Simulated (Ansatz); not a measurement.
**InAs: single point with PBE**

**Experimental background.**

A printed reference work, data compilation reports, for a bulk crystal of InAs at 4.2 K: band gap 0.418 eV (direct).

Crystal: InAs.

```
In As
1.0
     0.00000    3.01800    3.01800
     3.01800    0.00000    3.01800
     3.01800    3.01800    0.00000
In As
1 1
Direct
  0.00000 0.00000 0.00000
  0.75000 0.75000 0.75000
```

```yaml
Program: Ansatz 0.2.0
Task: single point
Functional: PBE
Potentials_or_basis: all-electron LAPW, scalar-relativistic
Cutoff: 283 eV (chosen from the basis error)
Basis_error_allowed: 0.001 eV/atom
k_mesh: 8 × 8 × 8
Occupations: gaussian, width 0.017 eV
Spin: no spin polarisation
```

The pressure is 4.3 GPa and the band gap on the k mesh is none (metal or under the smearing width).

Levels at points of the mesh, in eV from the Fermi level:
```tsv
k point	band 20	band 21	band 22	band 23	band 24	band 25
(0.00, 0.00, 0.00)	-0.17	-0.01	-0.01	-0.01	3.92	3.92
(0.00, 0.00, -0.50)	-5.79	-1.00	-1.00	0.97	4.69	4.69
(0.00, -0.50, -0.50)	-5.86	-2.34	-2.34	1.54	2.06	9.21
```

It took 16 s on 1 thread of Arm Neoverse V1, on a shared host, peak memory 0.3 GiB.

Against the measured gap of InAs, 0.418 eV (direct; 4.2 K; a printed reference work, data compilation), the calculated 0.00 eV is off by -0.42 eV. Spin-orbit coupling on As, In is left out. The value is that of PBE on a finite k mesh, which can miss the band edges, without temperature or zero-point motion. Semilocal functionals fall short of measured gaps as a rule.

Caveat: this crystal is a semiconductor, whose small gap the functional closes, so the metal is an error of the method.
